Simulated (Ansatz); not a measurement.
CdSe built on the zincblende prototype, relaxed with r2SCAN in Ansatz 0.2.0: the symmetry is F-43m (No. 216, cubic); a = 6.136 Å in the conventional setting, 28.87 Å³ an atom. Cd has 4 Se at 2.66 Å; Se has 4 Cd at 2.66 Å. It was then strained (epitaxial in the xy plane), atoms relaxed again within the symmetry left. Unstrained, HSE06 gives 1.483 eV (Γ, 6×6×6 mesh), and the band edges keep their places in every row. The normal direction was relaxed to zero stress. Only one sign of strain is shown, since it lowers the symmetry, and equivalent edge states can then move with another slope on the other side. Stress is positive in compression. Spin-unpolarised throughout; all numbers are computed.

Axes as in this cell:
```yaml
crystal:
  lattice:
    - [0.00000, 3.06778, 3.06778]
    - [3.06778, 0.00000, 3.06778]
    - [3.06778, 3.06778, 0.00000]
  atoms:
    - { symbol: Cd, position: [0.00000, 0.00000, 0.00000] }
    - { symbol: Se, position: [0.25000, 0.25000, 0.25000] }
```

| strain (%) | ε | ΔE_g, HSE06 (eV) | Δσ_xx, r2SCAN (GPa) |
| --- | --- | --- | --- |
| +0.5 | +0.0050 | -0.032 | -0.18 |
| +1.0 | +0.0100 | -0.064 | -0.37 |
| +3.0 | +0.0300 | -0.182 | -1.09 |
| +3.27 | +0.0327 | -0.197 | -1.19 |
| +4.0 | +0.0400 | -0.237 | -1.45 |

(1) Fit ΔE_g = a x + b x² to these rows by least squares, with x = ε.

(2) Fit the change of σ_xx in the same way.

(3) Predict the withheld row at +2.0 % (x = +0.0200).

Results:

(1) The normal equations take Σx² = 3.694e-03, Σx³ = 1.271e-04, Σx⁴ = 4.524e-06, ΣxΔE = -2.218e-02 and Σx²ΔE = -7.609e-04, and give a = -6.51 eV, b = +14.8 eV; the largest residual is 0.000 eV.

(2) Δσ_xx = -36.8 x + (15) x² GPa. The slope, 37 GPa, is the biaxial modulus of the film.

(3) ΔE_g ≈ -6.51 × (+0.0200) + (14.8) × (+0.0200)² = -0.124 eV, and Δσ_xx ≈ -0.73 GPa. The runs give -0.124 eV and -0.75 GPa, off by 0.000 eV and -0.02 GPa.

The runs are scalar-relativistic, without spin-orbit coupling.
